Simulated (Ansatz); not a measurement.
**Computed properties of La2O3 (corundum)**

All numbers come from Ansatz 0.2.0. Simulation only: non-magnetic, and no claim that this is the phase found in nature.

La2O3 built on the corundum prototype, relaxed with r2SCAN. The symmetry is R-3c (No. 167, trigonal); a = 6.251 Å, c = 15.628 Å in the conventional setting, 17.63 Å³ an atom. La has 6 O at 2.40–2.51 Å; O has 4 La at 2.40–2.51 Å.

Relaxed lattice by functional, symmetry kept:
```json
{"functional": "PBE", "k mesh": "4×4×4", "a (Å)": "6.257", "c (Å)": "15.806", "volume (Å³/atom)": "17.86"}
{"functional": "r2SCAN", "k mesh": "4×4×4", "a (Å)": "6.251", "c (Å)": "15.628", "volume (Å³/atom)": "17.63"}
```

On this one geometry the levels give:
```csv
level,k mesh,gap (eV),kind,edges,least direct gap (eV)
PBE+SOC,6×6×6,3.76,indirect,"(0.229, -1/3, -1/3) → Γ",4.00
r2SCAN,6×6×6,4.22,indirect,"(0.229, -1/3, -1/3) → Γ",4.49
HSE06,4×4×4,5.16,indirect,"(0.229, -1/3, -1/3) → Γ",5.47
PBE0,4×4×4,5.88,indirect,"(0.229, -1/3, -1/3) → Γ",6.20
```
Wave cutoffs: 420 eV, 500 eV (r2SCAN).
Points off the special ones are mesh points or PBE's searched band edges, reused at the other levels. PBE's own run along the path (3.78 eV) came before the search for the edges and missed one, so it isn't listed.

With HSE06 the valence top lies at k = (0.229, -1/3, -1/3) and the conduction bottom at Γ, 5.16 eV higher; the smallest vertical gap, at Γ–S₀ (0.20 of the way from Γ), is 5.47 eV.

Among these functionals the gap stays indirect.

r2SCAN (ground state on 4×4×4): ε∞: 4.25 along x and y, 4.08 along z. Born charges, averaged over directions: La +4.08, O -2.72 e.

Only the levels marked +SOC include spin-orbit coupling.

Coordinates of k points refer to the reciprocal vectors of the primitive cell of the runs.

The meshes of the hybrids are coarse, so their gaps aren't converged to the digits shown.
